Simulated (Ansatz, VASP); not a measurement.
Two plane-wave programs on Al2Au

```
Au Al
1.0
     0.00000    2.95945    2.95945
     2.95945    0.00000    2.95945
     2.95945    2.95945    0.00000
Au Al
1 2
Direct
  0.00000 0.00000 0.00000
  0.75000 0.75000 0.75000
  0.25000 0.25000 0.25000
```

Change from the starting cell: a relaxed cell with its volume scaled by 0.96.

Alike in both runs: task single point; functional PBEsol; k mesh 8 × 8 × 8; occupations fermi-dirac, width 0.05 eV; no spin polarisation.

|  | VASP | Ansatz |
| --- | --- | --- |
| version | VASP 6.6.1 | Ansatz 0.2.0 |
| potentials or method | VASP PAW PBE potentials, release 64 (Au, Al) | Ansatz PAW |
| plane-wave cutoff (eV) | 520 | 420 |
| valence electrons in the cell | 17 | 25 |

VASP gave:

```
gap on the k mesh at the Fermi level (eV) : none
pressure (GPa)                            : 5.0
```

Question: Which values does Ansatz return?

Answer: gap on the k mesh at the Fermi level (eV): none; pressure (GPa): 5.2.

A gap of «none» marks a metal or a gap that the smearing closes. The two sets of potentials don't hold the same shells in valence.

Caveats: the PAW data sets were made with another functional, which shifts forces and pressure a little (VASP); the PAW data sets come from PBE, with cores solved anew for the run's functional, which leaves a small shift of forces and pressure (Ansatz). The runs have no spin-orbit coupling, so splittings on Au are missing.
